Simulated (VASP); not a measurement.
A run of VASP 6.6.1 is set up as follows.

The input INCAR:

```
SYSTEM = Sb
  PREC = Accurate
  ENCUT = 600
  EDIFF = 1E-7
  ISMEAR = 1
  SIGMA = 0.1
  LREAL = .FALSE.
  LASPH = .TRUE.
  NELM = 80
  ALGO = Normal
  ISIF = 3
  LWAVE = .FALSE.
  LCHARG = .FALSE.
  GGA = PS
  IBRION = 2
  NSW = 90
  EDIFFG = -0.005
```

The input KPOINTS:

```
regular mesh
0
G
  12 12 10
  0 0 0
```

Contents of POSCAR:

```
Sb                                      
1.0
    2.1621941067      1.2483433496      3.6770204395
   -2.1621941067      1.2483433496      3.6770204395
   -0.0000000000     -2.4966866992      3.6770204395
  Sb            
     2
Direct
     0.2365009844432233    0.2365009844432233    0.2365009844432233
     0.7634990155567768    0.7634990155567768    0.7634990155567768
```

Potentials or basis: VASP PAW PBE potentials, release 64 (Sb).

The run is started by

```console
$ cat potpaw_PBE.64/Sb/POTCAR > POTCAR
$ mpirun -np 1 vasp_std > vasp.out
```

(1) What does it give for the band gap on the k mesh?

(2) Estimate the relaxed volume.

(3) Predict the space group after relaxing (to 0.05 Å).

## Answers

(1) none (metal or under the smearing width).

(2) 29.80 Å³/atom.

(3) R-3m (No. 166).

Caveat: the PAW data sets were made with another functional, which shifts forces and pressure a little.
